Q: The two gap columns never agree. Which gap is larger, and why?

Kohn-Sham gaps of BaTiO3 (R3m, 5-atom cell) at fixed atoms, from Ansatz 0.2.0 with r2SCAN, scalar-relativistic PAW (set soft_2) and no spin polarization. Both gaps use only the points of an unshifted 6×6×6 k mesh, with Gaussian occupations of width 0.02 eV. The density cutoff is four times the wave cutoff.

```
wave cutoff  gap on mesh (eV)  direct gap on mesh (eV)
     150 eV             1.959                    2.379
     200 eV             2.333                    3.341
     250 eV             2.778                    3.098
     300 eV             2.723                    3.104
     350 eV             2.769                    3.128
     380 eV             2.771                    3.126
     460 eV             2.769                    3.126
     500 eV             2.769                    3.125
     520 eV             2.769                    3.125
     600 eV             2.769                    3.125
     700 eV             2.769                    3.125
```

A: The direct gap is larger in every row. Each electron state carries a label k, which tells how the phase of its wave changes from one cell to the next. The gap on the mesh is the lowest empty level less the highest filled one, wherever on the mesh of k points they lie, while the direct gap is the smallest difference between the two at one and the same k. The first choice includes the second, so the gap can never be the larger of the two. With a good basis the highest filled level sits at k = (½, ½, ½) and the lowest empty one at k = (0, 0, 0), so the gap is indirect, and 0.356 eV smaller than the direct one.

Q: What does the wave cutoff change, and when do the gaps stop moving?

A: The calculation builds each electron state from plane waves, and the cutoff sets the shortest one allowed: 1.00 Å at 150 eV, 0.66 Å at 350 eV. The filled levels at the edge are mainly O 2p and the empty ones mainly Ti 3d, as is usual in titanates. Both are compact and need short waves to take their shape. From 350 eV upwards the gap stays within 0.002 eV and the direct gap within 0.003 eV. Differences that small have no physical meaning.

Q: At 200 eV the gap is too small, yet the direct gap is too large. How can one poor basis do both?

A: It shifts different levels by different amounts. The lowest empty level is off by only about 0.002 eV, which may be chance. The highest filled level is 0.44 eV too high, and it has moved to k = (0, ½, ½). The gap at 200 eV therefore belongs to a different pair of states from the gap at 700 eV, and the two are not points on one smooth curve. The direct gap is free of this mix of k points. For it to grow, the filled and the empty level must have moved apart, by at least 0.2 eV, at the very k point that sets it in a good basis.

Q: Why should a short basis hurt one k point more than another?

A: Because the k points don't get equally many waves. The allowed waves form a grid of points with step 2π/a, where a is the cell edge, 4.00 Å. The cutoff keeps the points inside a sphere of radius 2π/λ, where λ is the shortest wavelength, so the radius is a/λ steps. For 200 eV:

λ = 1.00 Å × √(150/200) = 0.87 Å

a/λ = 4.00/0.87 = 4.6 steps

average number of waves = (4π/3) × 4.6³ ≈ 410

Changing k shifts the grid against the sphere, and some points cross its surface. An exact count, treating the cell as a cube, gives 432 waves at (½, ½, ½) but only 388 at (0, ½, ½). In a given potential, a state with fewer waves has less freedom to lower its energy, so it tends to come out too high. Of the four k points counted, (0, ½, ½) is the poorest, and that is where the false valence top appears.

Q: Does the count also work at 150 eV?

A: It does, but with a slim margin. There (0, 0, 0) is the poorest of the four with 251 waves, the valence top sits on it, and the lowest empty level has moved elsewhere. The next poorest point has 256, however, and six more waves lie almost exactly on the sphere, four steps out. The count also leaves out most of the mesh and can't tell how large an error is, nor why the direct gap overshoots at 200 eV. It makes unequal bases a likely cause of the misplaced edges, not a proven one.

Q: What would happen at 150 eV if I stretched the cell slightly?

A: Those six waves would enter the basis at (0, 0, 0), giving 251 + 6 = 257, and (0, 0, ½) with its 256 would become the poorest of the four. Nothing abrupt would have happened to the crystal itself, yet the computed levels could jump. A curve of gap against cell size is therefore unsafe at such a cutoff. At a high cutoff the same jumps in number still occur, but the waves that come and go hardly matter to the states.

Q: At 250 eV the gap is 2.778 eV, almost the final value. May I stop there?

A: No, because two errors cancel. The valence edge is 0.04 eV too low and the conduction edge 0.03 eV, so their difference looks nearly right. That a poor basis can also make levels too low is to be expected: the potential is computed from the same poorly described states, so it is off as well. At 300 eV the valence edge is too high and the conduction edge too low; the errors now add, and the gap is worse than before. Other quantities of the same runs show how poor the 250 eV basis still is: the pressure is only 13 per cent of its value at 700 eV, and the energy lies 1.2 eV per atom above that of an additional run at 850 eV.

Q: Why does the energy improve steadily when the gap swings?

A: A larger basis contains the smaller one, so the lowest energy it can reach should only fall. The density grid grows along with the cutoff here, which weakens the strict argument, but the energy does fall at every step. A gap has no such protection, being a difference of two levels that may each err either way. The energy is also slower to settle: at 350 eV, where the gap is ready, it is still 0.05 eV per atom too high, and at 500 eV 0.003 eV. It includes every electron treated, among them the 3s and 3p shells of Ti, which are more compact than its 3d shell.

Q: Then how many digits of the gap may I quote, and how should I choose a cutoff?

A: Quote 2.77 eV and 3.13 eV, as results for this functional, these atoms and this mesh. A higher cutoff won't bring them closer to experiment: functionals of this kind usually make oxide gaps too small, the atoms still feel forces, and a band edge between mesh points would be missed. As for the cutoff, the program flagged every value up to 460 eV as below its recommendation, although the gap alone would have allowed 350 eV. The printed output below gives the errors row by row, together with the wave counts. Raise the cutoff until the quantity you need holds still over several steps and both band edges keep their k points and their energies; a single gap that looks right is not enough.

The analysis program printed:

```
Errors against the 700 eV row (energy against the 850 eV run):
     row  gap error eV  direct gap error eV  valence edge shift eV  conduction edge shift eV  energy error eV per atom  pressure GPa
  150 eV         -0.81               -0.746                  1.359                    0.5495                     16.83         28.69
  200 eV        -0.436                0.216                 0.4379                    0.0023                     4.785         9.292
  250 eV         0.009               -0.027               -0.03713                  -0.02854                     1.222        0.2389
  300 eV        -0.046               -0.021                0.03526                  -0.01025                    0.2839        0.9006
  350 eV             0                0.003              -0.004559                  -0.00444                   0.05128         1.819
  380 eV         0.002                0.001              -0.002314                   -0.0005                   0.01784         1.841
  460 eV             0                0.001               0.000271                    0.0007                   0.00398         1.886
  500 eV             0                    0               0.000193                   0.00042                    0.0033         1.876
  520 eV             0                    0                0.00015                   0.00031                   0.00295          1.87
  600 eV             0                    0               -2.6e-05                     7e-05                   0.00147         1.868
  700 eV             0                    0                      0                         0                   0.00055         1.875
Direct gap less gap at 700 eV, in eV: 0.356
Direct gap less gap at 200 eV, in eV: 1.008
Spread of the gap from 350 eV up, in eV: 0.002
Spread of the direct gap from 350 eV up, in eV: 0.003
Pressure at 250 eV as a percentage of that at 700 eV: 12.74
Shortest wavelength in the basis at 150 eV, in angstrom: 1.001
Shortest wavelength in the basis at 350 eV, in angstrom: 0.6556
Plane waves at 150 eV at k point (0, 0, 0): 251
Plane waves at 150 eV at k point (0, 0, 1/2): 256
Plane waves at 150 eV at k point (0, 1/2, 1/2): 268
Plane waves at 150 eV at k point (1/2, 1/2, 1/2): 280
Plane waves at 200 eV at k point (0, 0, 0): 437
Plane waves at 200 eV at k point (0, 0, 1/2): 418
Plane waves at 200 eV at k point (0, 1/2, 1/2): 388
Plane waves at 200 eV at k point (1/2, 1/2, 1/2): 432
Fewer waves at (0, 0, 0) than at (1/2, 1/2, 1/2) at 150 eV, in per cent: 10.36
Fewer waves at (0, 1/2, 1/2) than at (1/2, 1/2, 1/2) at 200 eV, in per cent: 10.19
```
